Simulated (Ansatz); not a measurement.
# Re: energies, forces and stress near the listed structure

How do energy, forces, pressure and gap of Re change under random distortions, further strains and shifts, swapped elements, distortions that keep the symmetry? Each case is one self-consistent run.

Method: DFT PBE, scalar-relativistic, plane waves, PAW, in Ansatz 0.2.0.

2 further runs of the same task are left out: 1 that didn't finish, 1 set aside as unsound or not needed.

## (1) Starting point

Symmetry: Fm-3m, No. 225, cubic system. The conventional cell has a = 3.950 Å, b = 3.950 Å, c = 3.950 Å, α = 90.00°, β = 90.00°, γ = 90.00°. Re (site symmetry m-3m) has 12 Re at 2.79 Å as nearest neighbours.

As a file:

```
Re
1.0
     0.00000    1.97500    1.97500
     1.97500    0.00000    1.97500
     1.97500    1.97500    0.00000
Re
1
Cartesian
  0.0000 0.0000 0.0000
```

The structure comes from the Crystallography Open Database.

## (2) Random moves and strain, cell strained

The change: strain xx, yy, zz, yz, xz, xy = +6.0, +2.5, +4.1, +1.5, -2.0, -0.2 %.

Contents of input.yaml:

```yaml
crystal:
  lattice:
    - [-0.0442005, 2.05350625, 2.086153]
    - [2.054553, 0.024885, 2.0170675]
    - [2.0893525, 2.01922025, -0.0099145]
  atoms:
    - { symbol: Re, position: [0.0, 0.0, 0.0] }
basis:
  ecutwfc: 420
kpoints:
  mp_grid: { grid: [16, 16, 16] }
hamiltonian:
  xc: pbe
scf:
  occupations: { method: gaussian, width: 0.1 }
output:
  forces: true
  stress: true
  eigenvalues: true
```

On the command line:

```console
$ ansatz run input.yaml --threads 1 --pin off --max-ram 1331MiB --backend cpu --events-out ev --progress --plain --runs-dir out
```

## (3) One element swapped, cell strained: Re → Mn, first probe

Contents of input.yaml:

```yaml
crystal:
  lattice:
    - [0.0, 1.9640544454, 1.9640544454]
    - [1.9640544454, 0.0, 1.9640544454]
    - [1.9640544454, 1.9640544454, 0.0]
  atoms:
    - { symbol: Mn, position: [0.0, 0.0, 0.0], spin: 4.0 }
basis:
  ecutwfc: 420
kpoints:
  mp_grid: { grid: [8, 8, 8] }
hamiltonian:
  xc: pbe
scf:
  occupations: { method: gaussian, width: 0.1 }
  lower_state_search: "off"
output:
  forces: true
  stress: true
  eigenvalues: true
  populations: true
magnetization:
  spin_polarized: true
```

## (4) One element swapped, cell strained: Re → Mn

Edit input.yaml of step 3 so:

```diff
@@ -6,3 +6,3 @@
   atoms:
-    - { symbol: Mn, position: [0.0, 0.0, 0.0], spin: 4.0 }
+    - { symbol: Mn, position: [0.0, 0.0, 0.0], spin: 3.87 }
 basis:
@@ -10,3 +10,3 @@
 kpoints:
-  mp_grid: { grid: [8, 8, 8] }
+  mp_grid: { grid: [18, 18, 18] }
 hamiltonian:
@@ -15,3 +15,2 @@
   occupations: { method: gaussian, width: 0.1 }
-  lower_state_search: "off"
 output:
```

## (5) A distortion that keeps the symmetry

Contents of input.yaml:

```yaml
crystal:
  lattice:
    - [0.0, 2.02076075, 2.02076075]
    - [2.02076075, 0.0, 2.02076075]
    - [2.02076075, 2.02076075, 0.0]
  atoms:
    - { symbol: Re, position: [0.0, 0.0, 0.0] }
basis:
  ecutwfc: 420
kpoints:
  mp_grid: { grid: [18, 18, 18] }
hamiltonian:
  xc: pbe
scf:
  occupations: { method: gaussian, width: 0.1 }
output:
  forces: true
  stress: true
  eigenvalues: true
  populations: true
```

## (6) A random distortion, cell strained

Contents of input.yaml:

```yaml
crystal:
  lattice:
    - [-0.017064, 1.88938375, 1.975711]
    - [1.88097025, -0.0052535, 1.9639005]
    - [1.98240625, 1.97900925, -0.1066895]
  atoms:
    - { symbol: Re, position: [0.0, 0.0, 0.0] }
basis:
  ecutwfc: 420
kpoints:
  mp_grid: { grid: [16, 16, 16] }
hamiltonian:
  xc: pbe
scf:
  occupations: { method: gaussian, width: 0.1 }
output:
  forces: true
  stress: true
  eigenvalues: true
  write_density: true
  write_potential: true
  elf: true
  volumetric_format: npy
```

## (7) A change within the space group

Contents of input.yaml:

```yaml
crystal:
  lattice:
    - [0.0, 2.036383, 2.036383]
    - [2.036383, 0.0, 2.036383]
    - [2.036383, 2.036383, 0.0]
  atoms:
    - { symbol: Re, position: [0.0, 0.0, 0.0] }
basis:
  ecutwfc: 420
kpoints:
  mp_grid: { grid: [18, 18, 18] }
hamiltonian:
  xc: pbe
scf:
  occupations: { method: gaussian, width: 0.1 }
output:
  forces: true
  stress: true
  eigenvalues: true
```

## (8) A random distortion, cell strained

Contents of input.yaml:

```yaml
crystal:
  lattice:
    - [0.01771575, 2.02838425, 2.027298]
    - [2.0181735, -0.0022515, 2.04726525]
    - [1.99887775, 2.02905575, 0.01704425]
  atoms:
    - { symbol: Re, position: [0.0, 0.0, 0.0] }
basis:
  ecutwfc: 420
kpoints:
  mp_grid: { grid: [16, 16, 16] }
hamiltonian:
  xc: pbe
scf:
  occupations: { method: gaussian, width: 0.1 }
output:
  forces: true
  stress: true
  eigenvalues: true
  populations: true
```

What does the calculation give? Wanted: for each run, case; energy; pressure; largest force.

As calculated:

| step | case | energy (meV/atom) | pressure (GPa) | largest force (eV/Å) | gap on the mesh (eV) |
| --- | --- | --- | --- | --- | --- |
| 2 | random moves and strain, cell strained | +0.0 | -38.1 | 0.00 | 0.00 |
| 4 | one element swapped, cell strained: Re → Mn | n/a | -5.3 | 0.00 | 0.00 |
| 5 | a distortion that keeps the symmetry | -212.4* | -27.8 | 0.00 | 0.00 |
| 6 | a random distortion, cell strained | -262.0 | -1.6 | 0.00 | 0.00 |
| 7 | a change within the space group | -139.1* | -32.8 | 0.00 | 0.00 |
| 8 | a random distortion, cell strained | -218.5 | -27.5 | 0.00 | 0.00 |

Energies are counted from step 2, with the smearing taken to zero; a star marks another k mesh, which can shift energies by itself, so starred rows don't rank against the others. Other atoms or functionals have another zero of energy (n/a). A gap of 0.00 means none on the mesh at this level.

With one atom in the cell, moving it shifts the whole crystal, so no force arises from that. The pressure is -1.6 GPa in the smallest cell and -38.1 GPa in the largest; between them shape and moved atoms count too. The distorted cells of the listed formula and level show no gap on the mesh. The runs treat Re without spin-orbit coupling.
